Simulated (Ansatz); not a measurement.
## What a change of settings does to a run on Tl

The cell is a measured one (Crystallography Open Database entry 9008519); the temperature and pressure of the measurement aren't taken into account, and nothing was relaxed.

First run: DFT, PBE, PAW with Ansatz's default frozen-core files, fully relativistic files with spin-orbit coupling (Ansatz 0.2.0).

Command: `ansatz run input.yaml --threads 1 --pin off --max-ram 2048MiB --backend cpu --events-out ev --progress --plain --runs-dir out` The run took 37 s on 1 thread of Arm Neoverse V1, with other jobs on the host, peak memory 0.59 GiB.

```yaml
crystal:
  lattice:
    - [3.4559983565, 0.0, 0.0]
    - [-1.7279991783, 2.9929823722, 0.0]
    - [0.0, 0.0, 5.525]
  atoms:
    - { symbol: Tl, position: [0.3333333333, 0.6666666667, 0.25] }
    - { symbol: Tl, position: [0.6666666667, 0.3333333333, 0.75] }
kpoints:
  mp_grid: { grid: [11, 11, 6] }
  band_path:
    path:
      - [0.0, 0.0, 0.0]
      - [0.5, 0.0, 0.0]
      - [0.3333333333, 0.3333333333, 0.0]
      - [0.0, 0.0, 0.0]
      - [0.0, 0.0, 0.5]
      - [0.5, 0.0, 0.5]
      - [0.3333333333, 0.3333333333, 0.5]
      - [0.0, 0.0, 0.5]
      - [0.5, 0.0, 0.5]
    npoints: 5
scf:
  occupations: { method: fermi_dirac, width: 0.05 }
hamiltonian:
  xc: pbe
  pseudopotentials: { kind: paw_fr }
output:
  forces: true
  stress: true
  eigenvalues: true
  efg: { contact_densities: true }
magnetization:
  noncollinear: true
  spin_orbit: true
```

Result: converged; pressure 2.63 GPa; no gap on the k mesh; 7 SCF iterations.

The input is then changed:

```diff
@@ -23,6 +23,7 @@
 scf:
   occupations: { method: fermi_dirac, width: 0.05 }
+  mixing: { preconditioner: kerker_dos }
 hamiltonian:
-  xc: pbe
+  xc: rpbe
   pseudopotentials: { kind: paw_fr }
 output:
@@ -34,3 +35,5 @@
   noncollinear: true
   spin_orbit: true
+basis:
+  ecutwfc: "33.1 Ry"
```

**Question.** What does the second run give?

**Answer.** It converged; pressure 4.57 GPa; no gap on the k mesh; 7 SCF iterations.

The results part of its log:

```
SCF 1 converged in 7 iterations: F = -22989.616475 eV  dr2 = 5.84e-9
  greatest PAW one-centre occupation: 0.961 electrons in one spin orbital (limit 2), on the Tl atom at site 0 (counted from 0), in its partial waves of l = 2
NSCF: frozen V_eff on 41 k-points
SCF converged after 7 iterations
Magnetization: |M| = 0.0000 μB,  M = (+0.0000, +0.0000, +0.0000) μB
Absolute magnetization: 0.0000 μB (∫|m|)
  site 0: m = (+0.0000, +0.0000, +0.0000) μB, |m| = 0.0000 μB  (R = 1.41 Å)
  site 1: m = (+0.0000, +0.0000, +0.0000) μB, |m| = 0.0000 μB  (R = 1.41 Å)
Free energy (F): -22989.616475 eV
Harris-Foulkes:  -22989.616475 eV  (|F-HF|=2.80e-9)
Internal energy: -22989.609367 eV  (E = F + TS)
E sigma→0 (E₀):  -22989.612921 eV
Entropy (-TS):   -0.007108 eV (-3.554 meV/atom)
Fermi energy:    10.389580 eV
--- Per-component energies (eV) ---
  E_band       = 19.303655
  E_kinetic    = 669.371072
  E_local      = -1745.546346  (includes V_loc(G=0)·N_el)
  E_nonlocal   = 632.017993
  E_hartree    = 646.422099
  E_xc         = -462.716493
  E_vxc        = -284.867326  (∫ρ·V_xc dr)
  E_paw        = -20430.534222  (= ΣΔE_a)
  E_vpaw       = -544.512360  (= ΣTr[D̂ρ^β])
  E_aug_tail   = 0.000066  (compensation charges beyond the density's cutoff)
  E_ewald      = -2298.810900
  E_core_change = 0.187365  (= ΣΔE_core)
  E_smearing   = -0.007108  (= −TS)
  E_closure    = 0.000000  (closes the sum)
  Σ components = -22989.616475   (vs F -22989.616475, Δ=0.00e0)
--- Forces (eV/Å), atoms counted from 1 ---
  atom   1  Tl    -0.00000000    -0.00000000     0.00000000
  atom   2  Tl     0.00000000     0.00000000     0.00000000
  max |Σ_I F_I| component: 2.31e-18 eV/Å
--- Stress (GPa, compression-positive) ---
        4.475632      -0.000000       0.000000
       -0.000000       4.475632       0.000000
        0.000000       0.000000       4.751473
  P = ⅓ Tr σ = 4.5676 GPa (45.676 kbar)
--- PAW observables at the nuclei: V_zz in 10²¹ V/m², potentials from the cell's mean, atoms counted from 1 ---
  atom   1  Tl V_zz =    -2.547433   η = 0.0000   by run symmetry: allowed
            electrostatic potential = -17234.023845 V   contact ρ = 15475799.009869 e/Å³
  atom   2  Tl V_zz =    -2.547433   η = 0.0000   by run symmetry: allowed
            electrostatic potential = -17234.023845 V   contact ρ = 15475799.009869 e/Å³
--- Band table (eV; the first three rows and the last of 64) ---
  k-point 0: bands = ["-2.2667", "-2.2667", "-2.2627", "-2.2627", "-2.2513", "-2.2513", "-2.1986", "-2.1986", "-0.1715", "-0.1715", "-0.1270", "-0.1270", "-0.1158", "-0.1158", "-0.1104", "-0.1104", "-0.0521", "-0.0521", "0.2448", "0.2448", "0.5569", "0.5569", "5.5189", "5.5189", "7.6275", "7.6275", "17.5675", "17.5675", "18.7783", "18.7783", "19.2663", "19.2663", "20.8683", "20.8683"]
  k-point 1: bands = ["-2.2636", "-2.2636", "-2.2588", "-2.2588", "-2.2525", "-2.2525", "-2.2000", "-2.2000", "-0.1976", "-0.1976", "-0.1721", "-0.1721", "-0.0885", "-0.0885", "-0.0582", "-0.0582", "-0.0312", "-0.0312", "0.2260", "0.2260", "0.7091", "0.7091", "4.4973", "4.4973", "8.9401", "8.9401", "17.6844", "17.6844", "18.2458", "18.2458", "19.3965", "19.3965", "20.5385", "20.5385"]
  k-point 2: bands = ["-2.2640", "-2.2640", "-2.2563", "-2.2563", "-2.2400", "-2.2400", "-2.2063", "-2.2063", "-0.2233", "-0.2233", "-0.2157", "-0.2157", "-0.0438", "-0.0438", "-0.0247", "-0.0247", "0.0252", "0.0252", "0.1737", "0.1737", "1.1854", "1.1854", "3.1241", "3.1241", "11.1773", "11.1773", "16.2966", "16.2966", "18.0244", "18.0244", "19.2812", "19.2812", "19.7651", "19.7651"]
  k-point 63: bands = ["-2.2417", "-2.2417", "-2.2393", "-2.2393", "-2.1770", "-2.1770", "-2.1438", "-2.1438", "-0.2544", "-0.2544", "-0.1132", "-0.1132", "-0.0016", "-0.0016", "0.0109", "0.0109", "0.0983", "0.0983", "0.2089", "0.2089", "6.4310", "6.4310", "6.4581", "6.4581", "9.1371", "9.1371", "9.3961", "9.3961", "11.0264", "11.0264", "11.4468", "11.4468", "17.8261", "17.8261"]
```
